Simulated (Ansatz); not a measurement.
Crystal: MnAs.

```
As Mn
1.0
     3.71000    0.00000    0.00000
    -1.85500    3.21295    0.00000
     0.00000    0.00000    5.69100
As Mn
2 2
Direct
  0.66667 0.33333 0.75000
  0.33333 0.66667 0.25000
  0.00000 0.00000 0.50000
  0.00000 0.00000 0.00000
```

Program: Ansatz 0.2.0. Alike in all runs: potentials or basis Ansatz PAW; cell as given. Hardware: 2 threads of Intel(R) Xeon(R) 6975P-C (Granite Rapids) (shared host).

**Question.** Order these runs on this cell by their wall time, lowest first.
A. task band structure; level r2SCAN; spin non-collinear, ferromagnetic start, SOC; k mesh 6 × 6 × 4; cutoff (eV) 500; smearing fermi-dirac 0.05 eV; points for each segment of the path 14
B. task band structure; level r2SCAN; spin collinear, ferromagnetic start; k mesh 8 × 8 × 5; cutoff (eV) 500; smearing fermi-dirac 0.05 eV; points for each segment of the path 14
C. task single point; level PBE; spin collinear, ferromagnetic start; k mesh 8 × 8 × 5; cutoff (eV) 420; smearing gaussian 0.027 eV
D. task band structure; level LDA; spin collinear, ferromagnetic start; k mesh 8 × 8 × 5; cutoff (eV) 420; smearing fermi-dirac 0.05 eV; points for each segment of the path 14

**Answer.** C (4 s), D (8.4 s), B (18 s), A (110 s).

Caveats: the magnetic or orbital state may not be the lowest (some runs).

Not every run made on this cell is shown here.
